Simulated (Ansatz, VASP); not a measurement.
# Sn4Te3Se (SnTe0.75Se0.25, rock salt): VASP beside Ansatz, part 2 of 2

Wanted: the spread between two codes on one cell, functional and k mesh. The cell is invented: As first built, before any earlier steps moved the atoms or strained the cell (in the runner's words): 1x2x2 conventional cells of the SnTe type (32 atoms: 4 Se, 16 Sn, 12 Te); Te/Se share their sites, one random draw; start lattice by linear mixing of the end members' cells; atoms moved at random by 0.02 A. It may not be a known or stable phase. Of the first pair: The structure shown is the start of the Ansatz relaxation below; VASP solves that cell, so the two are compared at the walk's first step.

VASP 6.6.1 and Ansatz 0.2.0.

So far: Set-up; Ansatz: relaxation, PBE; VASP: single point, PBE, start cell, pair 1.

**4. Differences**

Known differences besides the potentials themselves: the data sets hold 480 valence electrons in Ansatz (on its default PAW (the set named soft_2) files) and 320 in VASP; the cutoff is 420 eV in Ansatz and 400 eV in VASP (PREC = Accurate, projectors in real space). Total energies have different zeros and are not compared.

Forces on 10 of the 32 atoms, those with the largest forces and the largest differences (eV/Å; atoms numbered as in POSCAR):

| atom | Ansatz x, y, z | VASP x, y, z |
| --- | --- | --- |
| Sn6 | 0.160, 0.357, 0.032 | 0.167, 0.358, 0.032 |
| Sn8 | 0.025, 0.056, -0.419 | 0.026, 0.059, -0.423 |
| Sn11 | 0.005, 0.422, -0.009 | 0.006, 0.422, -0.013 |
| Sn12 | -0.056, 0.423, 0.421 | -0.056, 0.426, 0.419 |
| Sn15 | 0.004, 0.374, 0.398 | 0.005, 0.376, 0.397 |
| Sn19 | -0.017, -0.532, -0.382 | -0.017, -0.532, -0.385 |
| Sn20 | 0.032, -0.396, -0.384 | 0.034, -0.395, -0.386 |
| Te24 | -0.017, -0.031, -0.004 | -0.031, -0.043, 0.005 |
| Te27 | 0.016, -0.034, -0.056 | 0.032, -0.031, -0.042 |
| Te28 | 0.013, -0.104, -0.011 | 0.009, -0.089, -0.009 |

The forces differ by 4.9 meV/Å r.m.s., which is 2.9 % of the r.m.s. force of 0.168 eV/Å (both taken over all components).

**5. Ansatz: relaxation, PBE**

This run makes the geometry at which the two programs are then compared. The cell compared in this pair holds 1035.17 Å³, against 967.81 Å³ for the pair before.

The structure compared here is the end of the Ansatz relaxation.

This is the run of step 2 again, met here at its other cell.

**6. VASP: single point, PBE, relaxed cell, pair 2**

The same cell, functional, mesh and smearing now go to VASP, with its own data sets.

File INCAR:

```
SYSTEM = Sn4Te3Se
PREC = Accurate
ENCUT = 500
EDIFF = 1E-06
NELM = 120
ISMEAR = 1
SIGMA = 0.15
LREAL = Auto
ALGO = Normal
GGA = PE
NBANDS = 188
LORBIT = 11
LWAVE = .FALSE.
LCHARG = .FALSE.
ISIF = 2
ISYM = 0
LASPH = .TRUE.
GGA_COMPAT = .FALSE.
EFERMI = MIDGAP
KPAR = 4
```

File POSCAR:

```
Sn4Te3Se
1.0
    6.3862040000     -0.0347390000      0.0366260000
   -0.0694780000     12.7279230000     -0.1075050000
    0.0732510000     -0.1075050000     12.7371150000
Se Sn Te
4 16 12
Direct
    0.5156000000      0.2566300000      0.7431700000
    0.4730800000      0.7550900000      0.2418700000
    0.9805800000      0.5075000000      0.2440600000
    0.4909000000      0.5059200000      0.4933900000
    0.9988900000      0.9973500000      0.0038000000
    0.0013100000      0.2480400000      0.2533200000
    0.4973700000      0.9844500000      0.2523600000
    0.4972000000      0.2475800000      0.0050100000
    0.0074300000      0.9964800000      0.5033500000
    0.9677300000      0.2474100000      0.7530200000
    0.4972000000      0.9950800000      0.7516000000
    0.5103200000      0.2479500000      0.5162900000
    0.0005100000      0.4974700000      0.0166900000
    0.0247600000      0.7376300000      0.2511600000
    0.5301600000      0.4986300000      0.2625600000
    0.4952900000      0.7471600000      0.0149500000
    0.0422000000      0.4972100000      0.5015300000
    0.9999800000      0.7459700000      0.7526300000
    0.5099000000      0.4843700000      0.7509500000
    0.5055600000      0.7348900000      0.5029100000
    0.4895200000      0.0033600000      0.9961000000
    0.4953600000      0.2559900000      0.2462900000
    0.9885900000      0.0047800000      0.2459200000
    0.9900600000      0.2542300000      0.9964500000
    0.4952700000      0.0047800000      0.4961200000
    0.9905600000      0.0038000000      0.7457400000
    0.0035500000      0.2532400000      0.4968000000
    0.4915200000      0.5033300000      0.9953900000
    0.9868900000      0.7538300000      0.9958600000
    0.4923400000      0.7535600000      0.7434600000
    0.0029300000      0.5030000000      0.7438000000
    0.9956300000      0.7525300000      0.4947500000
```

File KPOINTS:

```
Points of the shifted mesh
16
Reciprocal
 0.1250000000  0.2500000000  0.2500000000 1
 0.1250000000  0.2500000000  0.7500000000 1
 0.1250000000  0.7500000000  0.2500000000 1
 0.1250000000  0.7500000000  0.7500000000 1
 0.3750000000  0.2500000000  0.2500000000 1
 0.3750000000  0.2500000000  0.7500000000 1
 0.3750000000  0.7500000000  0.2500000000 1
 0.3750000000  0.7500000000  0.7500000000 1
 0.6250000000  0.2500000000  0.2500000000 1
 0.6250000000  0.2500000000  0.7500000000 1
 0.6250000000  0.7500000000  0.2500000000 1
 0.6250000000  0.7500000000  0.7500000000 1
 0.8750000000  0.2500000000  0.2500000000 1
 0.8750000000  0.2500000000  0.7500000000 1
 0.8750000000  0.7500000000  0.2500000000 1
 0.8750000000  0.7500000000  0.7500000000 1
```

PAW data sets: Se, Sn_d and Te (PBE family, release 64).

Run with:

```bash
mpirun -np 4 vasp_std
```

Numbers of over 12 decimals in the logs are rounded to 6 here.

The log of the run:

```text
[... set-up lines as in an earlier step ...]
 entering main loop
       N       E                     dE             d eps       ncg     rms          rms(c)
DAV:   1     0.399475582358E+04    0.39948E+04   -0.12957E+05  6016   0.198E+03
DAV:   2     0.689467182343E+03   -0.33053E+04   -0.32446E+04  6016   0.576E+02
DAV:   3    -0.359719726412E+02   -0.72544E+03   -0.68752E+03  6696   0.224E+02
DAV:   4    -0.120495479880E+03   -0.84524E+02   -0.81309E+02  7064   0.691E+01
[...]
DAV:  14    -0.123474405073E+03    0.48028E-05   -0.88947E-05  7056   0.248E-02    0.149E-02
DAV:  15    -0.123474404100E+03    0.97260E-06   -0.16280E-05  6360   0.120E-02    0.122E-02
DAV:  16    -0.123474403606E+03    0.49404E-06   -0.15104E-06  4056   0.396E-03
   1 F= -.12347440E+03 E0= -.12347942E+03  d E =0.150567E-01
```

From OUTCAR (step 6):

```text
  Total       -0.2177175     -0.0088478     -0.0408907     -0.0727878     -0.0210277      0.0546332
  in kB       -0.3369694     -0.0136941     -0.0632881     -0.1126563     -0.0325454      0.0845578
  external PRESSURE =      -0.1379839 kB  Pullay stress =       0.0000000 kB

 POSITION                                       TOTAL-FORCE (eV/Angst)
 -----------------------------------------------------------------------------------
      3.32933      3.16856      9.45714        -0.009137     -0.008387      0.009175
      2.98644      9.56829      3.01688         0.012608      0.002833      0.013958
      6.24480      6.39912      3.08998         0.011952     -0.012293      0.010887
      3.13598      6.36922      6.24796         0.003014      0.001433      0.010417
      6.31010     12.65909     -0.02223         0.001741      0.003312     -0.001695
      0.00969      3.12976      3.19995         0.000170      0.005558      0.003778
      3.12639     12.48560      3.12672        -0.007267     -0.001097      0.002814
      3.15839      3.13337      0.05541        -0.004097     -0.006527     -0.004163
      0.01509     12.62875      6.30437         0.002303      0.002376     -0.002378
      6.21809      3.03444      9.60015         0.007812     -0.001364     -0.001883
      3.16114     12.56723      9.48445         0.000120      0.006861      0.001881
      3.27960      3.08266      6.56808        -0.001039      0.005899     -0.012956
     -0.03008      6.32995      0.15912        -0.006761      0.000698      0.002582
      0.12527      9.36064      3.12066        -0.000169     -0.002581     -0.003717
[...]
-----------------------------------------------------------------------------------
    total drift:                                0.025569      0.004984      0.000603

  FREE ENERGIE OF THE ION-ELECTRON SYSTEM (eV)
  ---------------------------------------------------
  free  energy   TOTEN  =      -123.4744036061 eV

  energy  without entropy=     -123.4894602936  energy(sigma->0) =     -123.47942250

[... 1 part as in an earlier step ...]

[... 2 further parts left out ...]
[key lines of the parts left out:]
E-fermi :   5.6703
```

The run ends at a pressure of -0.01 GPa, with forces up to 0.025 eV/Å.

**7. Comparison**

What differs besides the data sets and the points named for the pairs above, as far as they apply: the data sets hold 480 valence electrons in Ansatz (on its default PAW (the set named soft_2) files) and 320 in VASP; the cutoff is 420 eV in Ansatz and 500 eV in VASP (PREC = Accurate, projectors in real space); Ansatz's pressure holds a Pulay correction, VASP's none. Total energies have different zeros and are not compared.

Compared:

| quantity | Ansatz | VASP | difference |
| --- | --- | --- | --- |
| pressure (GPa) | 0.00 | -0.01 | +0.01 |
| gap on the k mesh (eV) | 0.832 | 0.831 | +0.002 |

The largest component of a force difference here is 10 meV/Å. A gap on the mesh is an upper bound, since the band edges may lie between its points.

**8. Outcome**

* r.m.s. force difference (single point, PBE, start cell, pair 1): 4.9 meV/Å
* difference in gap on the k mesh (single point, PBE, relaxed cell, pair 2): 0.0016 eV

The r.m.s. force difference is 4.9 meV/Å (single point, PBE, start cell, pair 1), within the 12 meV/Å picked in this series as the mark of a large difference. The data sets hold unlike numbers of valence electrons (480 in Ansatz and 320 in VASP), so part of the differences may come from the potentials. Such differences can come from data sets, numerical settings and the points named under the comparisons, not from the functional's error against experiment.

[Lines on the potential files, build, host, timing and source positions are cut from VASP's logs without a mark.]

[Logs are printed without paths, hosts, clocks, repeated set-up lines and the standing remarks that a program may print on its own settings, such as how far it seeks lower states.]

[Hosts, paths, dates, database ids (printed as entryN), source tags and the programs' standing remarks are cut or masked in the printed files.]
